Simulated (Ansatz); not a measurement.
The geometry is COD entry 9013474, unchecked; take it as a test cell. It was measured hot, at 722 K.

Fe: DFT, PBEsol, PAW with Ansatz's default frozen-core files, scalar-relativistic (Ansatz 0.2.0). What sets it apart from a plain run of this crystal: functional pbesol.

```yaml
crystal:
  lattice:
    - [-1.439, 1.439, 1.439]
    - [1.439, -1.439, 1.439]
    - [1.439, 1.439, -1.439]
  atoms:
    - { symbol: Fe, position: [0.0, 0.0, 0.0], spin: 3.0 }
magnetization:
  spin_polarized: true
kpoints:
  mp_grid: { grid: [20, 20, 20] }
  band_path:
    path:
      - [0.0, 0.0, 0.0]
      - [0.5, -0.5, 0.5]
      - [0.0, 0.0, 0.5]
      - [0.0, 0.0, 0.0]
      - [0.25, 0.25, 0.25]
      - [0.5, -0.5, 0.5]
      - [0.25, 0.25, 0.25]
      - [0.0, 0.0, 0.5]
    npoints: 5
scf:
  occupations: { method: fermi_dirac, width: 0.05 }
hamiltonian:
  xc: pbesol
  pseudopotentials: { kind: paw }
output:
  forces: true
  stress: true
  eigenvalues: true
  efg: { contact_densities: true }
```

Output (standing set-up lines are left out):

```
Functional definition: PBEsol
  exchange = pbesol_x
  correlation = pbesol_c
PAW frozen core: Fe, regenerated for the run's functional, and the local potential with it (the file was generated under x = pbe(κ = 0.804, μ = 0.2195149727645171), c = pbe(β = 0.06672455060314922))
Functional: x = pbesol(κ = 0.804, μ = 0.12345679012345678), c = pbesol(β = 0.046)
SCF iter   1: F=—  HF=-4449.059583 eV  |F-HF|=—  |Δ(HF+E_count)|=         —  Δρ=1.34e-1 (↑1.34e-1 ↓4.80e-2)  dr2=1.78e0  dr2_m=4.99e-1  M=2.154 μB ∫|m|=2.186 μB  β_m=0.30  ethr=3.10e-3  ⟨swp⟩=4.6  Hψ=34026  notcnv=0
Mixer restart at iter 1: flushing history
preconditioner: auto → none  [metal: Δε(μ)=0.019 eV  Ē_g=13.976 eV  σ=0.050 eV  W_gap=0.10  n_scr=0 (ndim 8)  ℏωp=30.4 eV  f_vac=0.000  D(μ)=0.78/eV (n_scr^D=12)]
SCF iter   2: F=—  HF=-4448.228997 eV  |F-HF|=—  |Δ(HF+E_count)|=   8.31e-1  Δρ=2.47e-2 (↑2.25e-2 ↓2.47e-2)  dr2=5.39e-2  dr2_m=3.45e-2  M=2.383 μB ∫|m|=2.447 μB  β_m=0.29  ethr=3.10e-3  ⟨swp⟩=3.2  Hψ=17997  notcnv=0  defer=501
SCF iter   3: F=—  HF=-4448.448939 eV  |F-HF|=—  |Δ(HF+E_count)|=   2.20e-1  Δρ=2.31e-2 (↑1.86e-2 ↓2.31e-2)  dr2=2.34e-3  dr2_m=4.57e-2  M=2.288 μB ∫|m|=2.359 μB  β_m=0.64  ethr=3.37e-4  ⟨swp⟩=3.0  Hψ=14606  notcnv=0  defer=523
SCF iter   4: F=—  HF=-4448.770037 eV  |F-HF|=—  |Δ(HF+E_count)|=   3.21e-1  Δρ=4.78e-3 (↑2.38e-3 ↓4.78e-3)  dr2=5.63e-4  dr2_m=1.04e-3  M=2.245 μB ∫|m|=2.345 μB  β_m=0.63  ethr=1.46e-5  ⟨swp⟩=2.9  Hψ=15619  notcnv=0  defer=525
SCF iter   5: F=—  HF=-4448.782015 eV  |F-HF|=—  |Δ(HF+E_count)|=   1.20e-2  Δρ=7.90e-3 (↑7.90e-3 ↓9.37e-4)  dr2=5.94e-3  dr2_m=1.64e-3  M=2.261 μB ∫|m|=2.365 μB  β_m=0.81  ethr=3.52e-6  ⟨swp⟩=2.1  Hψ=15790  notcnv=0  defer=523  recentre
SCF iter   6: F=—  HF=-4448.786276 eV  |F-HF|=—  |Δ(HF+E_count)|=   4.26e-3  Δρ=1.80e-3 (↑8.68e-4 ↓1.80e-3)  dr2=9.05e-5  dr2_m=1.42e-4  M=2.250 μB ∫|m|=2.355 μB  β_m=0.69  ethr=3.52e-6  ⟨swp⟩=2.0  Hψ=13797  notcnv=0  defer=515
SCF iter   7: F=—  HF=-4448.788354 eV  |F-HF|=—  |Δ(HF+E_count)|=   2.08e-3  Δρ=4.46e-4 (↑2.10e-4 ↓4.46e-4)  dr2=5.27e-6  dr2_m=9.90e-6  M=2.252 μB ∫|m|=2.361 μB  β_m=0.85  ethr=5.66e-7  ⟨swp⟩=2.4  Hψ=9914  notcnv=0  defer=515
SCF iter   8: F=—  HF=-4448.788417 eV  |F-HF|=—  |Δ(HF+E_count)|=   6.25e-5  Δρ=9.55e-5 (↑1.42e-5 ↓9.55e-5)  dr2=6.46e-7  dr2_m=2.64e-7  M=2.253 μB ∫|m|=2.362 μB  β_m=0.92  ethr=3.29e-8  ⟨swp⟩=2.2  Hψ=9239  notcnv=0  defer=515
SCF iter   9: F=—  HF=-4448.788417 eV  |F-HF|=—  |Δ(HF+E_count)|=   4.16e-8  Δρ=2.79e-5 (↑1.28e-5 ↓2.79e-5)  dr2=2.12e-8  dr2_m=4.46e-8  M=2.253 μB ∫|m|=2.363 μB  β_m=0.96  ethr=4.04e-9  ⟨swp⟩=1.5  Hψ=8178  notcnv=0  defer=515
SCF iter  10: F=-4448.788417 eV  HF=-4448.788417 eV  |F-HF|=1.87e-9  |Δ(HF+E_count)|=   4.99e-9  Δρ=5.88e-6 (↑1.32e-6 ↓5.88e-6)  dr2=2.55e-9  dr2_m=1.21e-9  M=2.253 μB ∫|m|=2.363 μB  ethr=1.33e-10  ⟨swp⟩=4.9  Hψ=26376  notcnv=0
SCF 1 converged in 10 iterations: F = -4448.788417 eV  dr2 = 2.55e-9
  greatest PAW one-centre occupation: 1.002 electrons in one spin orbital (limit 2), on the Fe atom at site 0 (counted from 0), in its partial waves of l = 1
NSCF: frozen V_eff on 36 k-points
SCF converged after 10 iterations
Magnetization: 2.2526 μB (9.1263 up, 6.8737 down)
Absolute magnetization: 2.3626 μB (∫|ρ↑−ρ↓|, with the PAW one-centre terms)
Spin contamination: 0.0371 ħ² per cell (⟨S²⟩ above its minimum at these occupations)
Per-site moments (μB) at R_I (Å): [(2.2966904859053456, 1.028123708737791)]
Free energy (F): -4448.788417 eV
Harris-Foulkes:  -4448.788417 eV  (|F-HF|=1.87e-9)
Internal energy: -4448.780508 eV  (E = F + TS)
E sigma→0 (E₀):  -4448.784462 eV
Entropy (-TS):   -0.007909 eV (-7.909 meV/atom)
Fermi energy:    17.287088 eV
--- Per-component energies (eV) ---
  E_band       = -228.384035
  E_kinetic    = 349.111681
  E_local      = -2122.709968  (includes V_loc(G=0)·N_el)
  E_nonlocal   = 220.327324
  E_hartree    = 886.587165
  E_xc         = -116.534958
  E_vxc        = -150.651246  (∫ρ·V_xc dr)
  E_paw        = -1335.071195  (= ΣΔE_a)
  E_vpaw       = -297.639997  (= ΣTr[D̂ρ^β])
  E_aug_tail   = 0.000829  (compensation charges beyond the density's cutoff)
  E_ewald      = -2330.670587
  E_core_change = 0.179202  (= ΣΔE_core)
  E_smearing   = -0.007909  (= −TS)
  E_closure    = -0.000000  (closes the sum)
  Σ components = -4448.788417   (vs F -4448.788417, Δ=0.00e0)
--- Forces (eV/Å), atoms counted from 1 ---
  atom   1  Fe    -0.00000000     0.00000000    -0.00000000
  max |Σ_I F_I| component: 1.27e-31 eV/Å
--- Stress (GPa, compression-positive) ---
      -16.959878      -0.000000       0.000000
       -0.000000     -16.959878       0.000000
       -0.000000      -0.000000     -16.959878
  P = ⅓ Tr σ = -16.9599 GPa (-169.599 kbar)
--- PAW observables at the nuclei: V_zz in 10²¹ V/m², potentials from the cell's mean, atoms counted from 1 ---
  atom   1  Fe V_zz =    -0.000000   η = 0.0000   by run symmetry: forbidden
            electrostatic potential = -3211.580134 V   contact ρ = 100351.219321 e/Å³   contact ρ_s (e/Å³): all electrons -4.033722, valence +1.798011
--- Band table (eV; the first three rows and the last of 512) ---
  k-point 0 ↑: bands = ["-70.4415", "-36.4000", "-36.4000", "-36.4000", "8.9817", "15.0710", "15.0710", "15.0710", "16.2547", "16.2547", "41.1598", "41.1598", "41.1598", "46.3241"]
  k-point 1 ↑: bands = ["-70.4399", "-36.4088", "-36.4029", "-36.4000", "9.0822", "15.0442", "15.0693", "15.1237", "16.2274", "16.2568", "40.5230", "41.0327", "41.0968", "45.7812"]
  k-point 2 ↑: bands = ["-70.4352", "-36.4345", "-36.4115", "-36.3999", "9.3791", "14.9670", "15.0575", "15.2784", "16.1602", "16.2634", "38.9603", "40.5678", "40.9328", "44.9851"]
  k-point 255 ↓: bands = ["-67.6384", "-34.0473", "-34.0473", "-34.0473", "14.5217", "14.5217", "19.6499", "19.6499", "19.6499", "27.0584", "27.0584", "27.0584", "33.5270", "33.5270"]
```
